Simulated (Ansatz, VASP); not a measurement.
## V in VASP and in Ansatz

```
V
1.0
     0.00000    2.18192    4.46323
     1.43109    0.00000    4.46323
     1.43109    2.18192    0.00000
V
2
Direct
  0.13596 0.13596 0.86404
  0.86404 0.86404 0.13596
```

Alike in both runs: functional PBE; k mesh 24 × 24 × 24; occupations gaussian, width 0.1 eV; no spin polarisation.

Ansatz relaxed the structure, and its values are those at the end. VASP's run is a single point on that final structure, the one shown.

|  | VASP | Ansatz |
| --- | --- | --- |
| version | VASP 6.6.1 | Ansatz 0.2.0 |
| potentials or method | VASP PAW PBE potentials, release 64 (V_sv) | scalar-relativistic, plane waves, PAW |
| plane-wave cutoff (eV) | 520 | 420 |
| valence electrons in the cell | 26 | 26 |

|  | VASP | Ansatz | Ansatz less VASP |
| --- | --- | --- | --- |
| gap on the k mesh at the Fermi level (eV) | none | none | - |
| pressure (GPa) | 0.3 | 0.0 | -0.27 |

A gap of «none» marks a metal or a gap that the smearing closes. With one functional, cell and mesh, what is left measures potentials, basis and numerics.
